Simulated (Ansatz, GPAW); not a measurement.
# 1T-NiTe2 under honeycomb AsSb, AC: simulated STM images, part 2 of 2

Aim: Tersoff-Hamann images of 1T-NiTe2 under honeycomb AsSb, AC at several biases.

GPAW 26.7.0 and Ansatz 0.2.0; Ansatz plane waves; layer without images along its normal, relaxation of atoms and in-plane cell, with D3(BJ) dispersion (the session's first sound run).

So far. Step 2 (Relaxation): The relaxation lowered the energy of the cell by 0.116 eV. Step 3 (The slab's potential): The potential is flat to 5.8e-5 eV/Å where it is read, so the vacuum is wide enough. The geometry is the other program's minimum (found with a dispersion term); here the largest force on a free atom is 0.082 eV/Å.

### 4. A second plane-wave code

A second program with its own datasets checks the number independently.

This step: Ansatz plane waves; slab in vacuum with a dipole correction (Ansatz 0.2.0).

Input file input.yaml:

```yaml
crystal:
  lattice:
    - [3.7588620143, 0.0, 0.0]
    - [-1.8794310071, 3.2552699937, 0.0]
    - [0.0, 0.0, 38.1479233241]
  atoms:
    - { symbol: Te, position: [0.6666666667, 0.3333333333, 0.2236893919] }
    - { symbol: Ni, position: [0.0, 0.0, 0.2598006177] }
    - { symbol: Te, position: [0.3333333333, 0.6666666667, 0.295707996] }
    - { symbol: Sb, position: [0.3333333333, 0.6666666667, 0.3973510401] }
    - { symbol: As, position: [0.0, 0.0, 0.437794815] }
kpoints:
  mp_grid: { grid: [9, 9, 1] }
hamiltonian:
  xc: pbe
scf:
  occupations: { method: fermi_dirac, width: 0.05 }
efield:
  axis: 3
  dipole_correction: true
  ramp_width: 0.05
output:
  forces: true
  band_densities: [{ e_range: [-0.5, 0] }, { e_range: [0, 0.5] }]
  write_potential: true
  write_density: true
  volumetric_format: npy
```

Launch:

```sh
ansatz run input.yaml --threads 4 --pin off --max-ram 8192MiB --backend cpu --events-out ev --progress --plain --runs-dir out
```

Run time: 16 s. Hardware: 4 threads of Intel Xeon Platinum 8488C (Sapphire Rapids), shared host; peak memory 1 GiB.

Numbers from this step:

- free energy: -31140.5653 eV
- upper work function: 4.508 eV
- lower work function: 4.490 eV
- dipole along the normal: -0.001256 e·Å
- dipole field: -4.87e-4 V/Å
- vacuum level above: 4.116 eV
- vacuum level below: 4.097 eV
- corrugation e range -0.5 0 4: 0.1291 Å
- decay e range -0.5 0: 1.091 Å⁻¹
- apparent barrier e range -0.5 0: 4.533 eV, hbar² kappa² / 2m (holds the in-plane momentum too)
- corrugation e range 0 0.5 4: 0.01230 Å
- decay e range 0 0.5: 1.164 Å⁻¹
- apparent barrier e range 0 0.5: 5.160 eV, hbar² kappa² / 2m (holds the in-plane momentum too)

The electrostatic potential energy of an electron (with the applied field's), less the Fermi level, planar mean oscillates, so the rows of the table below give means over windows of 1 Å about each position, cut where the curve ends. Its maxima inside the range that stand out by 2 % of the span (Å: eV): 8.5: 0.197, 11.3: 0.163, 13.1: 3.61. Its minima: 7.9: -2.75, 10.0: -8.96, 11.9: -2.80, 15.2: -7.53.

Electrostatic potential energy of an electron (with the applied field's), less the Fermi level, planar mean against z; means over each step:

```csv
z (Å),"electrostatic potential energy of an electron (with the applied field's), less the Fermi level, planar mean (eV)"
0,4.49
1,4.49
2,4.49
3,4.49
4,4.49
5,4.48
6,4.40
7,3.26
8,-1.31
9,-3.84
10,-8.30
11,-2.59
12,-1.05
13,3.29
14,0.843
15,-6.57
16,-5.44
17,-1.59
18,3.01
19,4.41
20,4.50
21,4.51
22,4.51
23,4.51
24,4.51
25,4.51
26,4.51
27,4.51
28,4.51
29,4.51
30,4.51
31,4.51
32,4.50
33,4.49
34,4.49
35,4.49
36,4.49
37,4.49
```

The valence density, planar mean oscillates, so the rows of the table below give means over windows of 1.49 Å about each position, cut where the curve ends. Its maxima inside the range that stand out by 2 % of the span (Å: e/Å³): 8.5: 1.24, 10.0: 2.04, 11.3: 1.24, 15.2: 1.23, 16.7: 1.45. Its minima: 9.2: 0.466, 10.6: 0.471, 13.3: 0.0249, 15.9: 0.371.

Valence density, planar mean against z; means over each step:

z (Å), valence density, planar mean (e/Å³) and a bar:
```
     3.72       0.00 
     5.21       0.00 
     6.70       0.03 #
     8.19       0.70 ###################
     9.68       1.11 ##############################
    11.17       0.81 ######################
    12.66       0.09 ##
    14.15       0.22 ######
    15.64       0.75 ####################
    17.13       0.66 ##################
    18.62       0.01 
    20.11       0.00 
    21.60       0.00
```

E_range_-0.5_0. Table of planar mean of the window's density by height over the top atom:

height over the top atom (Å), log10 planar mean of the window's density (e/Å³) and a bar from the least value:
```
     1.50       -2.9 ##############################
     1.70       -3.0 #############################
     1.90       -3.2 ############################
     2.10       -3.4 ############################
     2.30       -3.5 ###########################
     2.50       -3.7 ##########################
     2.70       -3.9 #########################
     2.90       -4.1 ########################
     3.10       -4.2 #######################
     3.30       -4.4 ######################
     3.50       -4.6 ######################
     3.70       -4.8 #####################
     3.90       -5.0 ####################
     4.10       -5.2 ###################
     4.30       -5.4 ##################
     4.50       -5.5 #################
     4.70       -5.7 ################
     4.90       -5.9 ###############
     5.10       -6.1 ##############
     5.30       -6.3 #############
     5.50       -6.5 ############
     5.70       -6.7 ###########
     5.90       -6.9 ##########
     6.10       -7.1 #########
     6.30       -7.3 ########
     6.50       -7.5 #######
     6.70       -7.7 ######
     6.90       -7.9 #####
     7.10       -8.1 ####
     7.30       -8.3 ###
     7.50       -8.5 ##
     7.70       -8.7 #
     7.90       -8.9
```

Density over a1 and a2. Constant height 4 Å over the top atom, window e_range_-0.5_0.

Values in units of 1e-5 e/Å³, 12 rows by 16 columns, each cell a mean:
```
1.0 1.0 1.0 0.9 0.9 0.8 0.8 0.8 0.8 0.8 0.9 0.9 0.9 1.0 1.0 1.0
1.0 1.0 0.9 0.9 0.8 0.8 0.8 0.8 0.8 0.8 0.9 0.9 0.9 1.0 1.0 1.0
0.9 0.9 0.9 0.8 0.8 0.8 0.8 0.8 0.8 0.8 0.9 0.9 0.9 0.9 1.0 0.9
0.9 0.8 0.8 0.8 0.8 0.8 0.8 0.8 0.8 0.8 0.9 0.9 0.9 0.9 0.9 0.9
0.8 0.8 0.8 0.8 0.8 0.8 0.8 0.8 0.8 0.8 0.8 0.8 0.9 0.9 0.8 0.8
0.8 0.8 0.8 0.8 0.8 0.8 0.8 0.8 0.8 0.8 0.8 0.8 0.8 0.8 0.8 0.8
0.8 0.8 0.8 0.8 0.8 0.8 0.8 0.8 0.8 0.8 0.8 0.8 0.8 0.8 0.8 0.8
0.8 0.9 0.9 0.9 0.9 0.9 0.8 0.8 0.8 0.8 0.8 0.8 0.8 0.8 0.8 0.8
0.9 0.9 0.9 0.9 0.9 0.9 0.9 0.8 0.8 0.8 0.8 0.8 0.8 0.8 0.9 0.9
1.0 1.0 1.0 1.0 0.9 0.9 0.9 0.8 0.8 0.8 0.8 0.8 0.8 0.9 0.9 0.9
1.0 1.0 1.0 1.0 0.9 0.9 0.9 0.8 0.8 0.8 0.8 0.8 0.9 0.9 1.0 1.0
1.0 1.0 1.0 1.0 0.9 0.9 0.8 0.8 0.8 0.8 0.8 0.9 0.9 1.0 1.0 1.0
```
Columns: a1 from 0 to 0.963; rows upwards: a2 from 0 to 0.963.

Tip height over the top atom over a1 and a2. Constant current at the density 8.599e-06 e/Å^3, window e_range_-0.5_0.

Values in Å, 12 rows by 16 columns, each cell a mean:
```
4.07 4.06 4.05 4.03 4.01 3.99 3.97 3.97 3.97 3.98 4.00 4.02 4.04 4.06 4.07 4.07
4.06 4.04 4.03 4.01 3.99 3.97 3.96 3.96 3.97 3.98 4.00 4.02 4.04 4.05 4.06 4.06
4.03 4.02 4.00 3.98 3.97 3.96 3.95 3.96 3.97 3.98 4.00 4.02 4.03 4.04 4.04 4.04
4.00 3.99 3.98 3.96 3.95 3.95 3.95 3.96 3.97 3.98 4.00 4.01 4.02 4.02 4.02 4.02
3.98 3.97 3.96 3.96 3.95 3.95 3.95 3.96 3.97 3.98 3.99 3.99 4.00 4.00 3.99 3.99
3.97 3.97 3.96 3.96 3.96 3.96 3.96 3.97 3.97 3.97 3.97 3.98 3.98 3.98 3.97 3.97
3.97 3.98 3.98 3.98 3.98 3.98 3.98 3.97 3.97 3.97 3.96 3.96 3.96 3.96 3.97 3.97
3.99 4.00 4.00 4.00 4.00 4.00 3.99 3.98 3.97 3.96 3.96 3.96 3.96 3.97 3.98 3.98
4.02 4.03 4.03 4.03 4.02 4.01 4.00 3.98 3.97 3.96 3.96 3.96 3.97 3.98 4.00 4.01
4.05 4.05 4.05 4.04 4.03 4.02 4.00 3.98 3.97 3.96 3.97 3.97 3.99 4.01 4.02 4.04
4.07 4.07 4.06 4.05 4.03 4.02 4.00 3.98 3.97 3.97 3.98 3.99 4.01 4.03 4.05 4.06
4.08 4.07 4.06 4.05 4.03 4.01 3.99 3.97 3.97 3.97 3.99 4.01 4.03 4.05 4.06 4.07
```
Columns: a1 from 0 to 0.963; rows upwards: a2 from 0 to 0.963.

E_range_0_0.5. Table of planar mean of the window's density by height over the top atom:

```
height over the top atom (Å)  planar mean of the window's density (e/Å³)
                        1.50                                      6.3e-4
                        1.70                                      4.2e-4
                        1.90                                      2.7e-4
                        2.10                                      1.8e-4
                        2.30                                      1.1e-4
                        2.70                                      4.8e-5
                        2.90                                      3.1e-5
                        3.10                                      1.9e-5
                        3.30                                      1.2e-5
                        3.50                                      7.8e-6
                        3.70                                      4.9e-6
                        3.90                                      3.1e-6
                        4.10                                      1.9e-6
                        4.30                                      1.2e-6
                        4.50                                      7.6e-7
                        4.90                                      2.9e-7
                        5.10                                      1.8e-7
                        5.30                                      1.1e-7
                        5.50                                      7.1e-8
                        5.70                                      4.4e-8
                        5.90                                      2.7e-8
                        6.10                                      1.7e-8
                        6.30                                      1.0e-8
                        6.50                                      6.5e-9
                        6.70                                      4.0e-9
                        7.10                                      1.5e-9
                        7.30                                     9.5e-10
                        7.50                                     5.9e-10
                        7.70                                     3.6e-10
                        7.90                                     2.3e-10
```

Density over a1 and a2. Constant height 4 Å over the top atom, window e_range_0_0.5.

Ten even steps from '_' (2.42 × 1e-6 e/Å³) to '@' (2.48 × 1e-6 e/Å³):
```
############******++++++++++++++++++******############
########******++++================++++******##########
######******++++==--------------==++++******##########
####******++====--::::::::::::--====++******##########
####****++==----::::......::::----==++****############
##****++==----::....____....::----==++****####%%%%%%##
##**++++==--::..__________..::--==++++**####%%%%%%%%##
##**++==--::..____________..::--==++**####%%%%%%%%%%##
**++==--::::..__________..::::--==++**##%%%%%%%%%%%%##
**++==--::..____________..::--==++**##%%%%%%@@%%%%%%##
**++==--::..__________..::--==++**####%%%%@@@@%%%%####
**++==--::....____....::--==++****##%%%%@@@@@@%%%%##**
++++==--::::......::::--==++++**##%%%%@@@@@@@@%%%%##**
++++==--::::::::::::--==++++**##%%%%@@@@@@@@@@%%%%##**
**++==--------------==++****##%%%%@@@@@@@@@@@@%%%%##**
**++======----======++****##%%%%@@@@@@@@@@@@@@%%%%##**
**++++++======++++++**####%%%%@@@@@@@@@@@@@@@@%%%%####
****++++++++++++****####%%%%@@@@@@@@@@@@@@@@@@%%%%####
##**************####%%%%%%@@@@@@@@@@@@@@@@@@@@%%%%%%##
##************####%%%%%%@@@@@@@@@@@@@@@@@@@@@@%%%%%%##
####******######%%%%%%@@@@@@@@@@@@@@@@@@@@@@@@%%%%%%##
##############%%%%%%@@@@@@@@@@@@@@@@@@@@@@@@@@%%%%%%##
############%%%%%%%%%%%%%%%%%%%%%%%%%%%%%%%%%%%%%%%%##
############%%%%%%%%%%%%%%%%%%%%%%%%%%%%%%%%%%%%%%####
############%%%%%%%%%%################%%%%%%%%%%######
########################**********####################
##################********++++********################
```
Columns: a1 from 0 to 0.963; rows upwards: a2 from 0 to 0.963.

Tip height over the top atom over a1 and a2. Constant current at the density 2.460e-06 e/Å^3, window e_range_0_0.5.

Ten even steps from '0' (3.992 Å) to '9' (4.004 Å):
```
777777766555555555667777777
777776655554444555566777777
777666555433333455566677777
777655543322223345556777777
776655432111112345566777887
776554321000012345567788888
765543210000012345567888888
765532100000012355678889888
655431000000013455678999987
655321000000123556789999987
654321000001234567899999987
654321000012345678899999887
554321111123455678999999876
554332222334556789999999876
655433333455667899999999876
655544445556778999999999877
655555555567889999999999887
665555556678899999999999887
766656667789999999999999987
776666778899999999999999988
777677788999999999999999988
777777888999999999999999888
777777889999999999999999887
777778888999888888899988887
777778888888877778888888877
777777888777766677778887777
777777777666655666677777777
```
Columns: a1 from 0 to 0.963; rows upwards: a2 from 0 to 0.963.

Force by atom:

```csv
atom,x (eV/Å),y (eV/Å),z (eV/Å),size
Te1,0.0000,0.0000,-0.0932,0.0932
Ni2,0.0000,0.0000,-0.0321,0.0321
Te3,0.0000,0.0000,-0.0238,0.0238
Sb4,0.0000,0.0000,0.0867,0.0867
As5,0.0000,0.0000,0.0623,0.0623
```

The upper face's work function is 4.508 eV, against 4.506 eV in the first plane-wave PBE run at this geometry.

### 5. Side by side

Results and costs are gathered.

This step: comparison of work functions, dipole and cost (GPAW 26.7.0).

Ladder, by row:

```csv
step,code,"work function, upper (eV)","work function, lower (eV)",dipole (e Å),wall time (s),peak memory (GiB),threads
pw,GPAW,4.506,4.488,-0.002131,398.4,0.53,1
ansatz,Ansatz,4.508,4.489,-0.001256,16.2,1.005,4
```

### 6. A changed run

One more run, with changed settings.

This step: GPAW, PAW setups; slab in vacuum (GPAW 26.7.0).

Input file run.py:

```python
import json
import numpy as np
from ase import Atoms
from gpaw import GPAW, PW

slab = Atoms(
    ['Te', 'Ni', 'Te', 'Sb', 'As'],
    positions=[
        [1.87943, 1.08509, 9.00000],
        [0.00000, -0.00000, 10.37757],
        [-0.00000, 2.17018, 11.74736],
        [-0.00000, 2.17018, 15.62483],
        [0.00000, -0.00000, 17.16768]],
    cell=[[3.75886, -0.0, -0.0], [-1.87943, 3.25527, 0.0], [-0.0, 0.0, 26.1677]],
    pbc=[True, True, True])

slab.calc = GPAW(mode=PW(400), xc='PBE', kpts={'size': (9, 9, 1), 'gamma': True},
                 occupations={'name': 'fermi-dirac', 'width': 0.05}, nbands='160%',
                 convergence={'density': 1e-05}, maxiter=50,
                 poissonsolver={'dipolelayer': 'xy'},
                 symmetry={'tolerance': 1e-3}, txt='slab.txt')
result = {}
energy = slab.get_potential_energy()
fermi = slab.calc.get_fermi_level()
v = slab.calc.get_electrostatic_potential().mean((0, 1)) - fermi
n = slab.calc.get_pseudo_density().mean((0, 1))
L = slab.cell[2, 2]
z = np.arange(len(v)) * L / len(v)
low, high = slab.positions[:, 2].min(), slab.positions[:, 2].max()
below, above = np.interp([low - 6.8, high + 6.8], z, v)
slopes = [np.interp(x, z, np.gradient(v, z)) for x in (low - 6.8, high + 6.8)]
eps = np.array([[slab.calc.get_eigenvalues(k, s) for k in range(len(slab.calc.get_ibz_k_points()))]
                for s in range(slab.calc.get_number_of_spins())]) - fermi
top, bottom = eps[eps < 0].max(), eps[eps > 0].min()
dipole = slab.get_dipole_moment()[2]
print(f'energy {energy:.4f} eV, Fermi level {fermi:.4f} eV, dipole {dipole:.5f} e A')
print(f'potential 6.8 A off the faces, from the Fermi level: lower {below:.4f} eV, upper {above:.4f} eV')
print(f'slope of the potential there: lower {slopes[0]:.5f}, upper {slopes[1]:.5f} eV/A')
print(f'nearest levels on the mesh: {top:.4f} and {bottom:.4f} eV')
print('magnetic moment', round(slab.get_magnetic_moment(), 3))
result.update(energy=energy, fermi=fermi, dipole=dipole, below=below, above=above, slopes=slopes, edges=[top, bottom],
              z=z.tolist(), v=v.tolist(), n=n.tolist(), positions=slab.positions.tolist(),
              forces=slab.get_forces(apply_constraint=False).tolist(), moments=slab.get_magnetic_moments().tolist())
json.dump(result, open('result.json', 'w'))
```

Launch:

```sh
OMP_NUM_THREADS=1 OPENBLAS_NUM_THREADS=1 python run.py
```

It took 3.7 s on 1 thread; peak memory 0.15 GiB.

The program refused the input before any cycle.

The fault put into the input: a dipole layer in a cell that repeats along the normal (pbc_z = true).

### 7. What came out

```
work function, upper and lower face : 4.506 and 4.488 eV
dipole along the normal             : -0.0021 e Å, near the numerical noise
corrugation at -0.5 V               : 0.154 Å
corrugation at 0.5 V                : 0.0282 Å as printed, 0.018 Å or less without short-wave noise
```

What this shows: At 0.5 V GPAW's map carries short-wave noise, which can't be real at this height: without waves under 1.5 Å it spans 0.018 Å against 0.028 Å printed. The reading below uses the filtered value, which may still be too high. The corrugation at constant current is largest at -0.5 V, where the tip height varies by 0.15 Å over the cell. Negative sample bias images filled states, positive bias empty ones. The two plane-wave codes differ by 0.0016 eV on the upper face. The images are of Tersoff-Hamann type: an s-wave tip, no tip-sample forces, heights closer than in a microscope. Ansatz gives corrugations of 0.13 Å at -0.5 V (GPAW 0.15) and 0.012 Å at 0.5 V (GPAW 0.018). GPAW's time includes a further run over the whole zone for the images, so the two times are not like for like. The layers' spacing was relaxed with a D3(BJ) dispersion term, which the later single points do not need. The two layers were forced onto one 1×1 cell, so each is strained from its own lattice constant, in some pairs by much; the numbers describe this forced stack. The small printed dipole stands for a step of 32 meV from the lower to the upper face, and the probes find 19 meV; values this small are near the numerical noise of both. The runs had no spin polarisation, so a magnetic state, which thin layers of d-metal atoms can have, wasn't tested. The layer's cell and atoms come from the relaxation; spin-orbit coupling and temperature are left out.

[Logs are printed without paths, hosts, clocks, repeated set-up lines and the standing remarks that a program may print on its own settings, such as how far it seeks lower states.]

[Hosts, paths, dates, database ids (printed as entryN), source tags and the programs' standing remarks are cut or masked in the printed files.]
